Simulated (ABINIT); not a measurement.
Cu, 2 atoms in the cell. The typed cell holds 2 atoms: a = 2.556 Å, b = 2.556 Å, c = 4.427 Å, α = 73.22°, β = 73.22°, γ = 60.00°. 

| Property | Result |
| --- | --- |
| Program | ABINIT 10.8.3 (patched build) |
| Task | single point |
| Functional | PBE |
| Potentials or basis | JTH PAW PBE v2.0 |
| Cutoff | 707 eV |
| k mesh | 12 × 12 × 7 |
| Occupations | fermi-dirac, width 0.05 eV |
| Spin | no spin polarisation |
| Fine-grid cutoff | 1306.15 eV |

Potentials or basis: JTH PAW PBE v2.0.

The run is started by

```bash
$ abinit run.abi > log 2>&1
```

Hardware: 1 thread of Arm Neoverse V1, with other jobs on the host.

Task: Estimate the wall time of this run.

Result: It took 8.4 min on 1 thread of Arm Neoverse V1 (shared host), peak memory 0.42 GiB. Counts: scf iterations 17, mpi ranks 1, k points 506, bands 23, plane waves 1033.
